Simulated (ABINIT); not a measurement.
## SiC (F-43m): G0W0 in ABINIT against the k mesh

Aim: move the k mesh of a G0W0 run on SiC (F-43m) over a wide range.

Calculated with ABINIT 10.8.3; PBE and many-body steps on it, plane waves.

## Step 1: Set-up

Symmetry: F-43m, No. 216, cubic system. The conventional cell has a = 4.358 Å, b = 4.358 Å, c = 4.358 Å, α = 90.00°, β = 90.00°, γ = 90.00°. Nearest to Si lie 4 C at 1.89 Å. C has 4 Si at 1.89 Å nearest. Farther neighbours are not listed.

The cell and positions come from the Crystallography Open Database and are kept as given unless a step says otherwise.

## Step 2: Empty states on the mesh, 6×6×6 mesh, 387 bands

This step: ABINIT 10.8.3; DFT, PBE, plane waves, norm-conserving pseudopotentials.

The sums over transitions need many empty states on a uniform mesh; this step solves for them.

run.abi reads:

```
acell 3*1.0 Angstrom
rprim 
  -0.000000000000 2.179000000000 2.179000000000
  2.179000000000 0.000000000000 2.179000000000
  2.179000000000 2.179000000000 -0.000000000000
ntypat 2
znucl 14 6
natom 2
typat 1 2
xred 
  0.000000000000 0.000000000000 0.000000000000
  0.250000000000 0.250000000000 0.250000000000
pp_dirpath "pseudos"
pseudos "Si.upf, C.upf"
ecut 37
ngkpt 6 6 6
nshiftk 1
shiftk 0 0 0
kptopt 1
chksymbreak 0
irdden 1
istwfk *1
nband 387
prtvol 0
optdriver 6
gwr_task "HDIAGO"
paral_kgb 0
occopt 1
indata_prefix "in"
outdata_prefix "out"
tmpdata_prefix "tmp"
```

Launch:

```bash
> OMP_NUM_THREADS=1 mpirun -n 4 abinit run.abi > log
```

The log of the run:

```text
.Version 10.8.3 of ABINIT. v10.8.2 released Aug 2026.

 Symmetries : space group F-4 3 m (#216); Bravais cF (face-center cubic)
[... echo of the input left out ...]
== DATASET  1 ==================================================================
-   mpi_nproc: 4, omp_nthreads: 1 (-1 if OMP is not activated)

--- !DatasetInfo
iteration_state: {dtset: 1, }
dimensions: {natom: 2, nkpt: 16, mband: 387, nsppol: 1, nspinor: 1, nspden: 1, mpw: 1524, }
cutoff_energies: {ecut:  37.0, pawecutdg:  -1.0, }
[...]
Indirect band gap semiconductor
 Fundamental gap:     1.361 (eV)
   VBM:     6.835 (eV) at k: [ 0.0000E+00,  0.0000E+00,  0.0000E+00]
   CBM:     8.196 (eV) at k: [ 5.0000E-01,  5.0000E-01,  0.0000E+00]
 Direct gap:         4.553 (eV) at k: [ 5.0000E-01,  5.0000E-01,  0.0000E+00]

== END DATASET(S) ==============================================================
================================================================================

 -outvars: echo values of variables after computation  --------
           etotal      0.0000000000E+00
            nband         387
             nkpt          16
          spgroup         216
 [... the other variables as echoed above ...]

 Calculation completed.
```

It took 16 s on 4 MPI ranks of Intel Xeon 6975P-C (Granite Rapids), shared host; peak memory 0.78 GiB.

This step gave:

```
gap                                                           : 1.361 eV
k of the valence top                                          : 0, 0, 0
k of the conduction bottom                                    : 0.5, 0.5, 0
least direct gap                                              : 4.553 eV
k points computed                                             : 16
lowest point of the top converged band, above the valence top : 378.4276 eV
```

On this mesh the gap is 1.361 eV.

The density comes from a self-consistent run that is not shown.

## Step 3: Empty states on the mesh, 4×4×4 mesh, 107 bands

Edit run.abi of step 2 so:

```diff
@@ -15,3 +15,3 @@
 ecut 37
-ngkpt 6 6 6
+ngkpt 4 4 4
 nshiftk 1
@@ -22,3 +22,3 @@
 istwfk *1
-nband 387
+nband 107
 prtvol 0
```

The log of the run:

```text
[banner, memory and clock lines left out]
.Version 10.8.3 of ABINIT. v10.8.2 released Aug 2026.

 Symmetries : space group F-4 3 m (#216); Bravais cF (face-center cubic)
[... echo of the input left out ...]
== DATASET  1 ==================================================================
-   mpi_nproc: 4, omp_nthreads: 1 (-1 if OMP is not activated)

--- !DatasetInfo
iteration_state: {dtset: 1, }
dimensions: {natom: 2, nkpt: 8, mband: 107, nsppol: 1, nspinor: 1, nspden: 1, mpw: 1524, }
cutoff_energies: {ecut:  37.0, pawecutdg:  -1.0, }
[...]
Integrated=    8.0000E+00

 === KS gaps after direct diagonalization ===
 Indirect band gap semiconductor
 Fundamental gap:     1.361 (eV)
   VBM:     6.835 (eV) at k: [ 0.0000E+00,  0.0000E+00,  0.0000E+00]
   CBM:     8.196 (eV) at k: [ 5.0000E-01,  5.0000E-01,  0.0000E+00]
 Direct gap:         4.553 (eV) at k: [ 5.0000E-01,  5.0000E-01,  0.0000E+00]

== END DATASET(S) ==============================================================

 -outvars: echo values of variables after computation  --------
           etotal      0.0000000000E+00
            nband         107
             nkpt           8
          spgroup         216
 [... the other variables as echoed above ...]

 Calculation completed.
```

It took 8.7 s on 4 MPI ranks; peak memory 0.75 GiB.

Numbers from this step:

```yaml
gap: 1.361 eV
k_of_the_valence_top: 0, 0, 0
k_of_the_conduction_bottom: 0.5, 0.5, 0
least_direct_gap: 4.553 eV
k_points_computed: 8
lowest_point_of_the_top_converged_band_above_the_valence_top: 140.3768 eV
```

On this mesh the gap is 1.361 eV.

## Step 4: Empty states on the mesh, 8×8×8 mesh, 107 bands

Edit run.abi of step 3 so:

```diff
@@ -15,3 +15,3 @@
 ecut 37
-ngkpt 4 4 4
+ngkpt 8 8 8
 nshiftk 1
```

The log of the run:

```text
[banner, memory and clock lines left out]
.Version 10.8.3 of ABINIT. v10.8.2 released Aug 2026.

 Symmetries : space group F-4 3 m (#216); Bravais cF (face-center cubic)
[... echo of the input left out ...]
== DATASET  1 ==================================================================
-   mpi_nproc: 4, omp_nthreads: 1 (-1 if OMP is not activated)

--- !DatasetInfo
iteration_state: {dtset: 1, }
dimensions: {natom: 2, nkpt: 29, mband: 107, nsppol: 1, nspinor: 1, nspden: 1, mpw: 1524, }
cutoff_energies: {ecut:  37.0, pawecutdg:  -1.0, }
[...]
Integrated=    8.0000E+00

 === KS gaps after direct diagonalization ===
 Indirect band gap semiconductor
 Fundamental gap:     1.361 (eV)
   VBM:     6.835 (eV) at k: [ 0.0000E+00,  0.0000E+00,  0.0000E+00]
   CBM:     8.196 (eV) at k: [ 5.0000E-01,  5.0000E-01,  0.0000E+00]
 Direct gap:         4.553 (eV) at k: [ 5.0000E-01,  5.0000E-01,  0.0000E+00]

== END DATASET(S) ==============================================================

 -outvars: echo values of variables after computation  --------
           etotal      0.0000000000E+00
            nband         107
             nkpt          29
          spgroup         216
 [... the other variables as echoed above ...]

 Calculation completed.
```

It took 26 s on 4 MPI ranks; peak memory 0.78 GiB; 1.7 min of CPU time.

This step gave:

```
gap                                                           : 1.361 eV
k of the valence top                                          : 0, 0, 0
k of the conduction bottom                                    : 0.5, 0.5, 0
least direct gap                                              : 4.553 eV
k points computed                                             : 29
lowest point of the top converged band, above the valence top : 140.3768 eV
```

On this mesh the gap is 1.361 eV.

## Step 5: Empty states on the mesh, 10×10×10 mesh, 107 bands

Edit run.abi of step 4 so:

```diff
@@ -15,3 +15,3 @@
 ecut 37
-ngkpt 8 8 8
+ngkpt 10 10 10
 nshiftk 1
```

The log of the run:

```text
[banner, memory and clock lines left out]
.Version 10.8.3 of ABINIT. v10.8.2 released Aug 2026.

 Symmetries : space group F-4 3 m (#216); Bravais cF (face-center cubic)
[... echo of the input left out ...]
== DATASET  1 ==================================================================
-   mpi_nproc: 4, omp_nthreads: 1 (-1 if OMP is not activated)

--- !DatasetInfo
iteration_state: {dtset: 1, }
dimensions: {natom: 2, nkpt: 47, mband: 107, nsppol: 1, nspinor: 1, nspden: 1, mpw: 1524, }
cutoff_energies: {ecut:  37.0, pawecutdg:  -1.0, }
[...]
Integrated=    8.0000E+00

 === KS gaps after direct diagonalization ===
 Indirect band gap semiconductor
 Fundamental gap:     1.361 (eV)
   VBM:     6.835 (eV) at k: [ 0.0000E+00,  0.0000E+00,  0.0000E+00]
   CBM:     8.196 (eV) at k: [ 5.0000E-01,  5.0000E-01,  0.0000E+00]
 Direct gap:         4.553 (eV) at k: [ 5.0000E-01,  5.0000E-01,  0.0000E+00]

== END DATASET(S) ==============================================================

 -outvars: echo values of variables after computation  --------
           etotal      0.0000000000E+00
            nband         107
             nkpt          47
          spgroup         216
 [... the other variables as echoed above ...]

 Calculation completed.
```

The job ended after 37 s (4 MPI ranks; peak memory 0.77 GiB; 2.4 min of CPU time).

This step gave:

| Quantity | Value |
| --- | --- |
| gap | 1.361 eV |
| k of the valence top | 0, 0, 0 |
| k of the conduction bottom | 0.5, 0.5, 0 |
| least direct gap | 4.553 eV |
| k points computed | 47 |
| lowest point of the top converged band, above the valence top | 141.8076 eV |

On this mesh the gap is 1.361 eV.

## Step 6: Screening, 4×4×4 mesh, 99 bands, screening to 261.2 eV

The RPA dielectric matrix is built and inverted for each q.

This step: RPA screening on PBE, plane waves, norm-conserving pseudopotentials.

Edit run.abi of step 5 so:

```diff
@@ -15,3 +15,3 @@
 ecut 37
-ngkpt 10 10 10
+ngkpt 4 4 4
 nshiftk 1
@@ -20,10 +20,11 @@
 chksymbreak 0
-irdden 1
 istwfk *1
-nband 107
-prtvol 0
-optdriver 6
-gwr_task "HDIAGO"
-paral_kgb 0
 occopt 1
+irdwfk 1
+optdriver 3
+nband 99
+ecuteps 9.6
+inclvkb 2
+awtr 1
+symchi 1
 indata_prefix "in"
```

The log of the run:

```text
.Version 10.8.3 of ABINIT. v10.8.2 released Aug 2026.

 Symmetries : space group F-4 3 m (#216); Bravais cF (face-center cubic)
[... echo of the input left out ...]
== DATASET  1 ==================================================================
-   mpi_nproc: 4, omp_nthreads: 1 (-1 if OMP is not activated)

--- !DatasetInfo
iteration_state: {dtset: 1, }
dimensions: {natom: 2, nkpt: 8, mband: 99, nsppol: 1, nspinor: 1, nspden: 1, mpw: 1524, }
cutoff_energies: {ecut:  37.0, pawecutdg:  -1.0, }
electrons: {nelect:   8.00000000E+00, charge:   0.00000000E+00, occopt:   1.00000000E+00, tsmear:   1.00000000E-02, }

 SCREENING: Calculation of the susceptibility and dielectric matrices

 Based on a program developped by R.W. Godby, V. Olevano, G. Onida, and L. Reining.
 Incorporated in ABINIT by V. Olevano, G.-M. Rignanese, and M. Torrent.
.Using double precision arithmetic ; gwpc =  8

[... cell and pseudopotentials left out ...]
--------------------------------------------------------------------------------

 ==== K-mesh for the wavefunctions ====
 Number of points in the irreducible wedge :     8
[... list of points left out ...]
 Together with 24 symmetry operations and time-reversal symmetry
 yields    64 points in the full Brillouin Zone.

 ==== Q-mesh for the screening function ====
 Number of points in the irreducible wedge :     8
[... list of points left out ...]
 Together with 24 symmetry operations and time-reversal symmetry
 yields    64 points in the full Brillouin Zone.

 setmesh: FFT mesh size selected  =    24x   24x   24
          total number of points  =        13824

 vcoul_init : cutoff-mode = AUXILIARY_FUNCTION
 q-points for optical limit:   1
     1)      0.000010    0.000020    0.000030

- screening: taking advantage of time-reversal symmetry
- Maximum band index for partially occupied states nbvw = 4
- Remaining bands to be divided among processors   nbcw = 95
- Number of bands treated by each node ~23

 Number of electrons calculated from density =    8.0000; Expected =    8.0000
 average of density, n =  0.057292
 r_s =    1.6092
 omega_plasma =   23.0888 [eV]

 calculating chi0 at frequencies [eV] :
  1    0.000000E+00    0.000000E+00
  2    0.000000E+00    2.308880E+01

--------------------------------------------------------------------------------
  q-point number  1        q = ( 0.000000, 0.000000, 0.000000) [r.l.u.]
--------------------------------------------------------------------------------
[... chi0 elements left out ...]
 For q-point:  0.000010 0.000020 0.000030
  dielectric constant =   8.7064
  dielectric constant without local fields =   9.4906

  Average fulfillment of the sum rule on Im[epsilon] for q-point    1 :     91.25  [%]
[... wings left out ...]
  q-point number  2        q = ( 0.250000, 0.000000, 0.000000) [r.l.u.]
--------------------------------------------------------------------------------
[... chi0 elements left out ...]
  Average fulfillment of the sum rule on Im[epsilon] for q-point    2 :     95.08  [%]

 [... 6 further q-points ...]
```

The job ended after 9.3 s (4 MPI ranks; peak memory 0.51 GiB; 36 s of CPU time).

This step gave:

- ε∞ with local fields, on this mesh, along the program's q direction: 8.706
- the same without local fields: 9.491
- plasma frequency: 23.09 eV
- plane waves in the screening matrix: 181

Local fields lower ε∞ by 8 %. On a Γ-centred mesh this coarse the value itself is usually too large, while a short band sum pulls it down.

## Step 7: 4×4×4

This step: G0W0 on PBE, plane waves, norm-conserving pseudopotentials.

Edit run.abi of step 6 so:

```diff
@@ -23,8 +23,17 @@
 irdwfk 1
-optdriver 3
+optdriver 4
 nband 99
+gwcalctyp 0
+ecutsigx 37
+symsigma 1
+nkptgw 2
+kptgw 
+  0.0000000000 0.0000000000 0.0000000000
+  0.5000000000 0.5000000000 0.0000000000
+bdgw 
+  2 8
+  3 6
 ecuteps 9.6
-inclvkb 2
-awtr 1
-symchi 1
+irdscr 1
+ppmodel 1
 indata_prefix "in"
```

The log of the run:

```text
.Version 10.8.3 of ABINIT. v10.8.2 released Aug 2026.

 Symmetries : space group F-4 3 m (#216); Bravais cF (face-center cubic)
[... echo of the input left out ...]
== DATASET  1 ==================================================================
-   mpi_nproc: 4, omp_nthreads: 1 (-1 if OMP is not activated)

--- !DatasetInfo
iteration_state: {dtset: 1, }
dimensions: {natom: 2, nkpt: 8, mband: 99, nsppol: 1, nspinor: 1, nspden: 1, mpw: 1524, }
cutoff_energies: {ecut:  37.0, pawecutdg:  -1.0, }
electrons: {nelect:   8.00000000E+00, charge:   0.00000000E+00, occopt:   1.00000000E+00, tsmear:   1.00000000E-02, }

 SIGMA: Calculation of the GW corrections

 Based on a program developped by R.W. Godby, V. Olevano, G. Onida, and L. Reining.
 Incorporated in ABINIT by V. Olevano, G.-M. Rignanese, and M. Torrent.
.Using double precision arithmetic ; gwpc =  8

[... cell and pseudopotentials left out ...]
--------------------------------------------------------------------------------

 ==== K-mesh for the wavefunctions ====
 Number of points in the irreducible wedge :     8
[... list of points left out ...]
 Together with 24 symmetry operations and time-reversal symmetry
 yields    64 points in the full Brillouin Zone.

 ==== Q-mesh for screening function ====
 Number of points in the irreducible wedge :     8
[... list of points left out ...]
 Together with 24 symmetry operations and time-reversal symmetry
 yields    64 points in the full Brillouin Zone.

 vcoul_init : cutoff-mode = AUXILIARY_FUNCTION
 q-points for optical limit:   1
     1)      0.000010    0.000020    0.000030
 setmesh: FFT mesh size selected  =    32x   32x   32
          total number of points  =        32768

 Number of electrons calculated from density =    8.0000; Expected =    8.0000
 average of density, n =  0.057292
 r_s =    1.6092
 omega_plasma =   23.0888 [eV]

 === KS Band Gaps ===
  >>>> For spin  1
   Minimum direct gap =   4.5530 [eV], located at k-point      :   0.5000  0.5000  0.0000
   Fundamental gap    =   1.3613 [eV], Top of valence bands at :   0.0000  0.0000  0.0000
                                       Bottom of conduction at :   0.5000  0.5000  0.0000
 SIGMA fundamental parameters:
 PLASMON POLE MODEL  1
 number of plane-waves for SigmaX                 1459
 number of plane-waves for SigmaC and W            181
 number of plane-waves for wavefunctions          1459
 number of bands                                    99
 number of independent spin polarizations            1
 number of spinorial components                      1
 number of k-points in IBZ                           8
 number of q-points in IBZ                           8
 number of symmetry operations                      24
 number of k-points in BZ                           64
 number of q-points in BZ                           64
 number of frequencies for dSigma/dE                 9
 frequency step for dSigma/dE [eV]                0.25
 number of omega for Sigma on real axis              0
 max omega for Sigma on real axis  [eV]           0.00
 zcut for avoiding poles [eV]                     0.10

 EPSILON^-1 parameters (SCR file):
 dimension of the eps^-1 matrix on file            181
 dimension of the eps^-1 matrix used               181
 number of plane-waves for wavefunctions          1459
 number of bands                                    99
 number of q-points in IBZ                           8
 number of frequencies                               2
 number of real frequencies                          1
 number of imag frequencies                          1

 matrix elements of self-energy operator (all in [eV])

 Perturbative Calculation

--- !SelfEnergy_ee
iteration_state: {dtset: 1, }
kpoint     : [   0.000,    0.000,    0.000, ]
spin       : 1
KS_gap     :    6.223
QP_gap     :    7.101
Delta_QP_KS:    0.878
data: !SigmaeeData |
     Band     E0 <VxcDFT>   SigX SigC(E0)      Z dSigC/dE  Sig(E)    E-E0       E
        2   6.835 -14.950 -17.697   2.079   0.793  -0.261 -15.480  -0.530   6.305
        3   6.835 -14.950 -17.697   2.079   0.793  -0.261 -15.480  -0.530   6.305
        4   6.835 -14.950 -17.697   2.079   0.793  -0.261 -15.480  -0.530   6.305
        5  13.058 -13.204  -7.382  -5.381   0.790  -0.266 -12.856   0.348  13.407
        6  14.146 -11.309  -5.722  -5.181   0.807  -0.239 -10.981   0.328  14.474
        7  14.146 -11.309  -5.722  -5.181   0.807  -0.239 -10.981   0.328  14.474
        8  14.146 -11.309  -5.722  -5.181   0.807  -0.239 -10.981   0.328  14.474

--- !SelfEnergy_ee
iteration_state: {dtset: 1, }
kpoint     : [   0.500,    0.500,    0.000, ]
spin       : 1
KS_gap     :    4.553
QP_gap     :    5.556
Delta_QP_KS:    1.003
data: !SigmaeeData |
     Band     E0 <VxcDFT>   SigX SigC(E0)      Z dSigC/dE  Sig(E)    E-E0       E
        3   3.643 -13.575 -17.504   2.858   0.784  -0.276 -14.414  -0.839   2.804
        4   3.643 -13.575 -17.504   2.858   0.784  -0.276 -14.414  -0.839   2.804
        5   8.196 -10.473  -6.148  -4.125   0.820  -0.220 -10.309   0.163   8.360
        6  11.168 -10.748  -5.809  -4.536   0.822  -0.216 -10.417   0.332  11.500

== END DATASET(S) ==============================================================
================================================================================

 -outvars: echo values of variables after computation  --------
           etotal      0.0000000000E+00
            nband          99
             nkpt           8
          spgroup         216
 [... the other variables as echoed above ...]

 Calculation completed.
```

It took 7.8 s on 4 MPI ranks; peak memory 0.55 GiB; 30 s of CPU time.

Numbers from this step:

```
G0W0 gap on the points computed              : 2.055 eV
starting gap on the mesh                     : 1.361 eV
k of the valence top                         : 0, 0, 0
k of the conduction bottom                   : 0.5, 0.5, 0
Z at the valence top                         : 0.793
Z at the conduction bottom                   : 0.82
least direct G0W0 gap on the computed points : 5.556 eV
```

(Continued in part 2 of 2.)

[Paths, hosts, dates, memory and timing lines, banners, echoed tables and standing remarks are left out of the program output.]

[Logs are printed without paths, hosts, clocks, repeated set-up lines and the standing remarks that a program may print on its own settings, such as how far it seeks lower states.]

[Runs of the session that timed out or met a known fault of the program may be left out.]

[Hosts, paths, dates, database ids (printed as entryN), source tags and the programs' standing remarks are cut or masked in the printed files.]

[G0W0 gaps are taken among the corrected bands and points alone; a level outside them can change the order at an edge.]

[Where Ansatz stands beside ABINIT at settings called matched, ABINIT's density can come from a denser mesh and the files from another edition; pairs whose starting gaps differed by over 0.03 eV were left out, so agreement reads better than it is.]
